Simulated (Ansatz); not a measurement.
# Au (Fm-3m) in Ansatz: single point with HF

Aim: the single point of Au with HF.

Everything below comes from runs of Ansatz 0.2.0. Logs are shortened: lines on timing, memory, paths and dates and some standing lists are left out, and cuts for length are marked.

## (1) The crystal as given

It takes space group Fm-3m (No. 225, cubic). The conventional cell has a = 4.070 Å, b = 4.070 Å, c = 4.070 Å, α = 90.00°, β = 90.00°, γ = 90.00°. Around Au (site symmetry m-3m) lie 12 Au at 2.88 Å.

## (2) Single point, HF

File input.yaml:

```yaml
crystal:
  lattice:
    - [0.0, 2.035, 2.035]
    - [2.035, 0.0, 2.035]
    - [2.035, 2.035, 0.0]
  atoms:
    - { symbol: Au, position: [0.0, 0.0, 0.0] }
hamiltonian:
  xc: hf
  pseudopotentials: { kind: paw }
kpoints:
  mp_grid: { grid: [6, 6, 6] }
scf:
  occupations: { method: fermi_dirac, width: 0.05 }
output:
  forces: true
  stress: true
  eigenvalues: true
```

Potentials or basis: Ansatz PAW.

Run with:

```
$ ansatz run input.yaml --threads 2 --pin off --max-ram 5632MiB --backend cpu --events-out ev --progress --plain --runs-dir out
```

Standard output:

```text
Warning: output.stress: scf.convergence.dr2_threshold = 1e-7 eV (the SCF's general default) is looser than the 1e-10 eV advised for a printed stress (1e-10 eV for each atom of the cell: 1). What an SCF threshold leaves in a stress goes as its square root, and in the free energy as the threshold itself, and one threshold admits the most on a small cell: of the crystals measured, under no hybrid functional and no lock of the moments, on runs that ended without the residual-converged pass, on stresses that held no estimate of that error, the worst erred by over 100 MPa in a component at 1e-7 eV an atom and by under 5 at 1e-10. Set scf.convergence.dr2_threshold to 1e-10 eV or tighter. The threshold is an SCF's pass mark: one that does not reach it within its budget of iterations ends unconverged, or closes short of it on a stop that the run arms, and scf.convergence.dr2_threshold's page says what that costs each kind of run
Warning: output.stress: scf.exx.energy_threshold = 1e-6 eV is looser than the 1e-8 eV advised for a stress under a hybrid functional (1e-8 eV for each atom of the cell: 1). Every SCF of the exchange loop can meet its threshold on dr2 while the loop round them stops early: no threshold on dr2 bounds what that leaves in the stress. Set scf.exx.energy_threshold to 1e-8 eV or tighter. The threshold is the loop's pass mark: a loop that does not reach it within its budget of cycles ends unconverged, and scf.exx.energy_threshold's page has the law
Warning: RAYON_NUM_THREADS=2 ignored (pool sized by the plan → 2); use --threads N
Engine: ansatz 0.2.0, aarch64-unknown-linux-gnu
Pseudopotentials: kind: paw
Pseudopotential: Au, paw, valence charge 19, recommended cutoff 420 eV (normal), Au.paw.azcp
Functional definition: HF
  exchange = exact_x
  correlation = 0
Crystal: 1 atoms, lattice volume = 16.855 Å³
Basis set: ecut = 420 eV, 331 PW (Γ)
Bands: 14, of which v1, the nominal top of the filled ones, is band 10 counted from 1 (9 counted from 0)
Symmetry: 48 space group operations
Space group: Fm-3m (ITA 225), of the structure as read, at distance tolerance 2.6e-5 Å
k-points: 16 of 216
Non-local potential: Au, projectors of the file, l = 0: 3, l = 1: 2, l = 2: 2, l = 3: 1
PAW form: soft (Blöchl's): semilocal exchange-correlation on the pseudo side does not see the compensation charge
PAW frozen core: Au, regenerated for the run's functional, and the local potential with it (the file was generated under x = pbe(κ = 0.804, μ = 0.2195149727645171), c = pbe(β = 0.06672455060314922))
PAW one-centre angular grid: Au, 590 points (default); XC on 64 Gauss nodes
Initial density: superposition of atomic densities (neutral atoms: chi_scale 0, normalization atom), corrected by the library's trained network
Initial wavefunctions: pseudopotential atomic-orbital guess
Functional: x = pbe(κ = 0.804, μ = 0.2195149727645171), c = none, warm-up for x = 0 pbe(κ = 0.804, μ = 0.2195149727645171) + 1 exact, c = none
SCF iter   1: F=—  HF=-13016.606826 eV  |F-HF|=—  |Δ(HF+E_count)|=         —  Δρ=2.31e-2  dr2=6.01e-2  ethr=1.77e-3  ⟨swp⟩=6.9  Hψ=950  notcnv=0
preconditioner: auto → none  [insulator: Δε(μ)=0.757 eV  Ē_g=16.228 eV  σ=0.050 eV  W_gap=0.63  n_scr=8 (ndim 8)  ℏωp=30.0 eV  f_vac=0.000  D(μ)=1.07/eV (n_scr^D=14)]
iter 2 solved again at ethr=2.93e-5 eV; its pass at ethr=3.16e-4 eV (dr2=5.56e-3 eV) is discarded
SCF iter   2: F=—  HF=-13016.585937 eV  |F-HF|=—  |Δ(HF+E_count)|=   2.09e-2  Δρ=5.58e-3  dr2=5.54e-3  ethr=2.93e-5  ⟨swp⟩=2.0  Hψ=949  notcnv=0
SCF iter   3: F=—  HF=-13016.584631 eV  |F-HF|=—  |Δ(HF+E_count)|=   1.31e-3  Δρ=2.57e-3  dr2=4.75e-4  ethr=2.91e-5  ⟨swp⟩=3.0  Hψ=445  notcnv=0
SCF iter   4: F=—  HF=-13016.584650 eV  |F-HF|=—  |Δ(HF+E_count)|=   1.90e-5  Δρ=1.95e-4  dr2=1.64e-6  ethr=2.50e-6  ⟨swp⟩=2.8  Hψ=403  notcnv=0
SCF iter   5: F=—  HF=-13016.584652 eV  |F-HF|=—  |Δ(HF+E_count)|=   2.57e-6  Δρ=3.20e-5  dr2=6.82e-8  ethr=8.62e-9  ⟨swp⟩=3.0  Hψ=463  notcnv=0
SCF iter   6: F=-13016.584652 eV  HF=-13016.584652 eV  |F-HF|=9.09e-11  |Δ(HF+E_count)|=   1.36e-8  Δρ=1.59e-6  dr2=1.16e-10  ethr=3.59e-10  ⟨swp⟩=3.0  Hψ=476  notcnv=0
SCF 1 converged in 6 iterations: F = -13016.584652 eV  dr2 = 1.16e-10
Initial density: handed on by an earlier stage of this run
Initial wavefunctions: those handed on with the density
Functional: x = 0 pbe(κ = 0.804, μ = 0.2195149727645171) + 1 exact, c = none
Frozen-core exchange: fock
iter 1 solved again at ethr=8.79e-4 eV; its pass at ethr=1.00e-1 eV (dr2=1.67e-1 eV) is discarded
SCF iter   1: F=—  HF=-13017.313774 eV  |F-HF|=—  |Δ(HF+E_count)|=         —  Δρ=3.31e-2  dr2=3.15e-1  ethr=8.79e-4  ⟨swp⟩=2.9  Hψ=922  notcnv=0
preconditioner: auto → none  [insulator: Δε(μ)=2.676 eV  Ē_g=27.467 eV  σ=0.050 eV  W_gap=0.63  n_scr=8 (ndim 8)  ℏωp=30.0 eV  f_vac=0.000  D(μ)=1.04/eV (n_scr^D=14)]
SCF iter   2: F=—  HF=-13017.230161 eV  |F-HF|=—  |Δ(HF+E_count)|=   8.36e-2  Δρ=1.07e-2  dr2=9.51e-2  ethr=8.40e-4  ⟨swp⟩=3.0  Hψ=582  notcnv=0
SCF iter   3: F=—  HF=-13017.229604 eV  |F-HF|=—  |Δ(HF+E_count)|=   5.57e-4  Δρ=4.66e-3  dr2=8.96e-2  ethr=2.49e-5  ⟨swp⟩=3.0  Hψ=399  notcnv=0
SCF iter   4: F=—  HF=-13017.229887 eV  |F-HF|=—  |Δ(HF+E_count)|=   2.83e-4  Δρ=3.03e-4  dr2=8.69e-2  ethr=4.34e-6  ⟨swp⟩=3.0  Hψ=428  notcnv=0
SCF iter   5: F=-13017.229886 eV  HF=-13017.229886 eV  |F-HF|=4.26e-8  |Δ(HF+E_count)|=   1.26e-6  Δρ=2.74e-5  dr2=5.10e-8  ethr=7.06e-8  ⟨swp⟩=3.0  Hψ=468  notcnv=0
SCF 2 converged in 5 iterations: F = -13017.229886 eV  dr2 = 5.10e-8
[... 21 lines left out ...]
Frozen-core exchange: fock
SCF iter   1: F=—  HF=-13017.486661 eV  |F-HF|=—  |Δ(HF+E_count)|=         —  Δρ=1.99e-3  dr2=1.24e-3  ethr=1.23e-4  ⟨swp⟩=2.4  Hψ=458  notcnv=0
preconditioner: auto → none  [insulator: Δε(μ)=2.602 eV  Ē_g=27.349 eV  σ=0.050 eV  W_gap=0.63  n_scr=8 (ndim 8)  ℏωp=30.0 eV  f_vac=0.000  D(μ)=1.04/eV (n_scr^D=14)]
SCF iter   2: F=—  HF=-13017.486323 eV  |F-HF|=—  |Δ(HF+E_count)|=   3.38e-4  Δρ=6.88e-5  dr2=3.28e-4  ethr=3.40e-6  ⟨swp⟩=3.0  Hψ=463  notcnv=0
SCF iter   3: F=-13017.486955 eV  HF=-13017.487054 eV  |F-HF|=9.92e-5  |Δ(HF+E_count)|=   7.31e-4  Δρ=7.82e-4  dr2=2.00e-4  ethr=9.46e-10  ⟨swp⟩=5.0  Hψ=825  notcnv=0
SCF 5 stopped early in 3 iterations: F = -13017.486955 eV  dr2 = 2.00e-4
hybrid outer 4: dexx = +1.092e-3 eV, tail = 1.61e-3 eV, Δε = 8.75e-2 eV (about 5.21e-2 eV left of the loop's levels)
Frozen-core exchange: fock
SCF iter   1: F=—  HF=-13017.486735 eV  |F-HF|=—  |Δ(HF+E_count)|=         —  Δρ=4.18e-4  dr2=6.61e-5  ethr=1.11e-5  ⟨swp⟩=2.2  Hψ=453  notcnv=0
preconditioner: auto → none  [insulator: Δε(μ)=2.600 eV  Ē_g=27.338 eV  σ=0.050 eV  W_gap=0.63  n_scr=8 (ndim 8)  ℏωp=30.0 eV  f_vac=0.000  D(μ)=1.04/eV (n_scr^D=14)]
SCF iter   2: F=—  HF=-13017.486722 eV  |F-HF|=—  |Δ(HF+E_count)|=   1.38e-5  Δρ=3.77e-5  dr2=3.45e-5  ethr=1.36e-7  ⟨swp⟩=3.0  Hψ=465  notcnv=0
SCF iter   3: F=—  HF=-13017.486721 eV  |F-HF|=—  |Δ(HF+E_count)|=   9.95e-8  Δρ=1.10e-5  dr2=3.44e-5  ethr=6.34e-10  ⟨swp⟩=3.0  Hψ=557  notcnv=0
SCF iter   4: F=—  HF=-13017.487102 eV  |F-HF|=—  |Δ(HF+E_count)|=   3.81e-4  Δρ=6.18e-5  dr2=1.71e-6  ethr=3.76e-11  ⟨swp⟩=4.2  Hψ=761  notcnv=0
SCF iter   5: F=—  HF=-13017.487102 eV  |F-HF|=—  |Δ(HF+E_count)|=   3.00e-7  Δρ=1.14e-5  dr2=1.04e-6  ethr=3.76e-11  ⟨swp⟩=4.0  Hψ=640  notcnv=0
SCF iter   6: F=—  HF=-13017.487102 eV  |F-HF|=—  |Δ(HF+E_count)|=   4.78e-9  Δρ=8.85e-7  dr2=1.03e-6  ethr=2.82e-11  ⟨swp⟩=3.0  Hψ=522  notcnv=0
SCF iter   7: F=—  HF=-13017.487105 eV  |F-HF|=—  |Δ(HF+E_count)|=   3.82e-6  Δρ=2.58e-5  dr2=2.75e-7  ethr=1.08e-12 (applied; sched 1.00e-12)  ⟨swp⟩=4.9  Hψ=713  notcnv=0
SCF iter   8: F=—  HF=-13017.487105 eV  |F-HF|=—  |Δ(HF+E_count)|=   6.12e-8  Δρ=1.02e-6  dr2=1.21e-7  ethr=1.00e-12  ⟨swp⟩=4.1  Hψ=631  notcnv=0
Mixer restart at iter 8: flushing history
SCF iter   9: F=—  HF=-13017.487106 eV  |F-HF|=—  |Δ(HF+E_count)|=   3.12e-7  Δρ=1.14e-5  dr2=4.92e-8  ethr=1.01e-12 (applied; sched 1.00e-12)  ⟨swp⟩=4.2  Hψ=667  notcnv=0
SCF iter  10: F=-13017.487106 eV  HF=-13017.487106 eV  |F-HF|=1.16e-9  |Δ(HF+E_count)|=   3.73e-8  Δρ=4.45e-6  dr2=4.99e-9  ethr=1.00e-12  ⟨swp⟩=4.0  Hψ=639  notcnv=0
SCF 6 converged in 10 iterations: F = -13017.487106 eV  dr2 = 4.99e-9
hybrid outer 5: dexx = +1.980e-5 eV, tail = 9.99e-7 eV, Δε = 3.05e-2 eV (about 5.49e-3 eV left of the loop's levels)
Frozen-core exchange: fock
SCF iter   1: F=—  HF=-13017.487106 eV  |F-HF|=—  |Δ(HF+E_count)|=         —  Δρ=1.93e-5  dr2=2.25e-8  ethr=1.05e-8  ⟨swp⟩=3.4  Hψ=555  notcnv=0
preconditioner: auto → none  [insulator: Δε(μ)=2.601 eV  Ē_g=27.336 eV  σ=0.050 eV  W_gap=0.63  n_scr=8 (ndim 8)  ℏωp=30.0 eV  f_vac=0.000  D(μ)=1.04/eV (n_scr^D=14)]
SCF iter   2: F=-13017.487106 eV  HF=-13017.487106 eV  |F-HF|=5.88e-9  |Δ(HF+E_count)|=   4.04e-9  Δρ=9.71e-6  dr2=6.70e-9  ethr=9.50e-11  ⟨swp⟩=3.0  Hψ=467  notcnv=0
SCF 7 converged in 2 iterations: F = -13017.487106 eV  dr2 = 6.70e-9
  Residual-converged pass: ⟨swp⟩=2.3  Hψ=370  notcnv=0  max |occ|·‖R‖ = 2.4e-6 eV (tolerance 2.4e-6 eV)  dr2=6.67e-9  dr2_onsite=5.58e-10  max |Δocc| = 0.0e0
hybrid outer 6: dexx = +3.177e-8 eV, tail = 2.03e-8 eV, Δε = 4.14e-4 eV (about 1.29e-4 eV left of the loop's levels), ΔF = 1.95e-31 eV/Å (tail 3.30e-31)
hybrid SCF converged: 6 outer / 29 inner (+6 warm-up), last move |dexx| = 3.18e-8 eV, tail = 2.03e-8 eV
Stability not checked: this state was not tested for a lower state beside it, because the functional holds exact exchange (a hybrid, or Hartree-Fock), whose exchange loop this test does not read (fock_operator; see scf.lower_state_search)
Free energy (F): -13017.487106 eV
Frozen-core exchange: fock
Harris-Foulkes:  -13017.487106 eV  (|F-HF|=5.88e-9)
Internal energy: -13017.479755 eV  (E = F + TS)
E sigma→0 (E₀):  -13017.483430 eV
Entropy (-TS):   -0.007351 eV (-7.351 meV/atom)
Fermi energy:    21.083621 eV
--- Per-component energies (eV) ---
  E_band       = -379.609970
  E_kinetic    = 609.765489
  E_local      = -1698.902360  (includes V_loc(G=0)·N_el)
  E_nonlocal   = 76.488503
  E_hartree    = 733.835128
  E_xc         = 0.000000
  E_vxc        = 0.000000  (∫ρ·V_xc dr)
  E_exx        = -318.434432  (= α·E_x^exact, valence–valence)
  E_paw        = -9484.839971  (= ΣΔE_a)
  E_vpaw       = -197.760869  (= ΣTr[D̂ρ^β])
  E_aug_tail   = 0.001471  (compensation charges beyond the density's cutoff)
  E_ewald      = -2927.931232
  E_core_change = -7.462350  (= ΣΔE_core)
  E_smearing   = -0.007351  (= −TS)
  E_closure    = -0.000001  (closes the sum)
  Σ components = -13017.487106   (vs F -13017.487106, Δ=-1.82e-12)
--- Forces (eV/Å), atoms counted from 1 ---
  atom   1  Au    -0.00000000    -0.00000000     0.00000000
  max |Σ_I F_I| component: 1.97e-31 eV/Å
--- Stress (GPa, compression-positive) ---
       25.889005       0.000000       0.000000
        0.000000      25.889005      -0.000000
       -0.000000       0.000000      25.889005
  P = ⅓ Tr σ = 25.8890 GPa (258.890 kbar)
--- Band table (eV; the first three rows and the last of 16) ---
  k-point 0: bands = ["-103.6921", "-50.0836", "-50.0836", "-50.0836", "6.4153", "10.6011", "10.6011", "10.6011", "12.4524", "12.4524", "41.4513", "46.2235", "46.2235", "46.2235"]
  k-point 1: bands = ["-103.6854", "-50.1831", "-50.0999", "-50.0999", "7.7623", "10.5261", "10.9342", "10.9342", "12.4334", "12.4334", "41.8254", "42.7650", "47.6140", "47.6140"]
  k-point 2: bands = ["-103.6764", "-50.3909", "-50.1366", "-50.1366", "8.2864", "10.7769", "10.7769", "13.4793", "13.4793", "14.2479", "34.9203", "41.8851", "47.5307", "47.5307"]
  k-point 15: bands = ["-103.6648", "-50.4294", "-50.3151", "-50.2595", "8.6895", "9.0458", "12.0634", "13.0543", "14.9295", "29.6076", "32.3598", "35.0085", "36.2620", "49.3508"]
```

Wall time 7.5 s (2 threads of Arm Neoverse V2, shared host); peak memory 0.53 GiB.

Results:

```yaml
Free_energy: -13017.4871 eV
Pressure: 25.9 GPa
Band_gap_on_the_k_mesh: none (metal or under the smearing width)
```

Caveat: the k mesh is coarse (spacing up to 0.45 Å⁻¹), so the values aren't converged, least of all with exact exchange; so large a pressure means that the cell lies far from this level's equilibrium, or that cutoff or potentials fall short; the pressure holds a Pulay correction of +0.9 GPa for the finite cutoff; the PAW data sets come from PBE, with cores solved anew for the run's functional, which leaves a small shift of forces and pressure; the thresholds are loose for stress. Spin-orbit coupling is left out, which matters for the levels of Au.
